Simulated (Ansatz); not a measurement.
A run of Ansatz 0.2.0:

The input run.py:

```python
import json

import ase.io
import numpy as np

import ansatz as az

atoms = ase.io.read("Zn.cif")
atoms.info.pop("occupancy", None)

calculation = (
    az.Crystal.from_ase(atoms)
    .calculation()
    .kpoints(9, 9, 9)
    .functional("pbesol", dispersion="d3bj")
    .pseudopotentials(kind="nc", accuracy="standard", xc_functional="pbesol")
    .scf(extra_bands=2)
    .occupations(method="tetrahedron_uncorrected")
    .relax(force_tolerance=0.01, max_steps=40, cell=True, stress_tolerance=0.05)
    .forces()
    .stress()
)
outcome = calculation.run(threads=2, events_out="events.jsonl")

report = outcome.report
for line in open("events.jsonl"):
    event = json.loads(line)
    if event["event"] == "scf_iter":
        d = event["data"]
        print(f"SCF {d['iter']:3d}  HF = {d['harris_foulkes_ev']:.6f} eV  dr2 = {d['dr2_ev']:.2e} eV")
    elif event["event"] in ("relax_step", "md_step"):
        d = event["data"]
        print(f"{event['event']} {d['step']:3d}  E = {d['lagrangian_ev']:.6f} eV")
np.set_printoptions(precision=5, suppress=True, linewidth=110)
print("converged:", report["converged"], "after", report["n_iterations"], "iterations")
print(f"free energy {report['free_energy_ev']:.6f} eV, Fermi level {report['fermi_energy_ev']:.4f} eV")
for key in ("band_edges_ev", "magnetization_mub", "site_moments_mub", "site_moments_nc_mub", "forces_ev_ang",
                "stress_gpa"):
    if report.get(key) is not None:
        print(key, np.array(report[key]), sep="\n")
```

Zn.cif

```cif
data_Zn
_cell_length_a 3.13807400
_cell_length_b 3.13807400
_cell_length_c 3.13807400
_cell_angle_alpha 90.00000000
_cell_angle_beta 90.00000000
_cell_angle_gamma 90.00000000
_space_group_name_H-M_alt 'Im-3m'
_space_group_name_Hall '-I 4 2 3'
_space_group_IT_number 229
loop_
_space_group_symop_operation_xyz
'x,y,z'
'-x,-y,-z'
'-y,x,z'
'y,-x,-z'
'-x,-y,z'
'x,y,-z'
'y,-x,z'
'-y,x,-z'
'x,-y,-z'
'-x,y,z'
'-y,-x,-z'
'y,x,z'
'-x,y,-z'
'x,-y,z'
'y,x,-z'
'-y,-x,z'
'z,x,y'
'-z,-x,-y'
'z,-y,x'
'-z,y,-x'
'z,-x,-y'
'-z,x,y'
'z,y,-x'
'-z,-y,x'
'-z,x,-y'
'z,-x,y'
'-z,-y,-x'
'z,y,x'
'-z,-x,y'
'z,x,-y'
'-z,y,x'
'z,-y,-x'
'y,z,x'
'-y,-z,-x'
'x,z,-y'
'-x,-z,y'
'-y,z,-x'
'y,-z,x'
'-x,z,y'
'x,-z,-y'
'-y,-z,x'
'y,z,-x'
'-x,-z,-y'
'x,z,y'
'y,-z,-x'
'-y,z,x'
'x,-z,y'
'-x,z,-y'
'x+1/2,y+1/2,z+1/2'
'-x+1/2,-y+1/2,-z+1/2'
'-y+1/2,x+1/2,z+1/2'
'y+1/2,-x+1/2,-z+1/2'
'-x+1/2,-y+1/2,z+1/2'
'x+1/2,y+1/2,-z+1/2'
'y+1/2,-x+1/2,z+1/2'
'-y+1/2,x+1/2,-z+1/2'
'x+1/2,-y+1/2,-z+1/2'
'-x+1/2,y+1/2,z+1/2'
'-y+1/2,-x+1/2,-z+1/2'
'y+1/2,x+1/2,z+1/2'
'-x+1/2,y+1/2,-z+1/2'
'x+1/2,-y+1/2,z+1/2'
'y+1/2,x+1/2,-z+1/2'
'-y+1/2,-x+1/2,z+1/2'
'z+1/2,x+1/2,y+1/2'
'-z+1/2,-x+1/2,-y+1/2'
'z+1/2,-y+1/2,x+1/2'
'-z+1/2,y+1/2,-x+1/2'
'z+1/2,-x+1/2,-y+1/2'
'-z+1/2,x+1/2,y+1/2'
'z+1/2,y+1/2,-x+1/2'
'-z+1/2,-y+1/2,x+1/2'
'-z+1/2,x+1/2,-y+1/2'
'z+1/2,-x+1/2,y+1/2'
'-z+1/2,-y+1/2,-x+1/2'
'z+1/2,y+1/2,x+1/2'
'-z+1/2,-x+1/2,y+1/2'
'z+1/2,x+1/2,-y+1/2'
'-z+1/2,y+1/2,x+1/2'
'z+1/2,-y+1/2,-x+1/2'
'y+1/2,z+1/2,x+1/2'
'-y+1/2,-z+1/2,-x+1/2'
'x+1/2,z+1/2,-y+1/2'
'-x+1/2,-z+1/2,y+1/2'
'-y+1/2,z+1/2,-x+1/2'
'y+1/2,-z+1/2,x+1/2'
'-x+1/2,z+1/2,y+1/2'
'x+1/2,-z+1/2,-y+1/2'
'-y+1/2,-z+1/2,x+1/2'
'y+1/2,z+1/2,-x+1/2'
'-x+1/2,-z+1/2,-y+1/2'
'x+1/2,z+1/2,y+1/2'
'y+1/2,-z+1/2,-x+1/2'
'-y+1/2,z+1/2,x+1/2'
'x+1/2,-z+1/2,y+1/2'
'-x+1/2,z+1/2,-y+1/2'
loop_
_atom_site_label
_atom_site_type_symbol
_atom_site_symmetry_multiplicity
_atom_site_Wyckoff_symbol
_atom_site_fract_x
_atom_site_fract_y
_atom_site_fract_z
_atom_site_occupancy
Zn1 Zn 2 a 0.0000000000 0.0000000000 0.0000000000 1
```

Potentials or basis: PseudoDojo PBEsol.

The run is started by

```sh
$ python run.py
```

Hardware: 2 threads of Arm Neoverse V1, on a shared host.

How long does it take, and how much memory?

Wall time 14 s on 2 threads of Arm Neoverse V1 (shared host), peak memory 0.45 GiB. Counts: scf iterations 31, plane waves 2373, k points 35, bands 22, ion steps 6, engine runs 1.
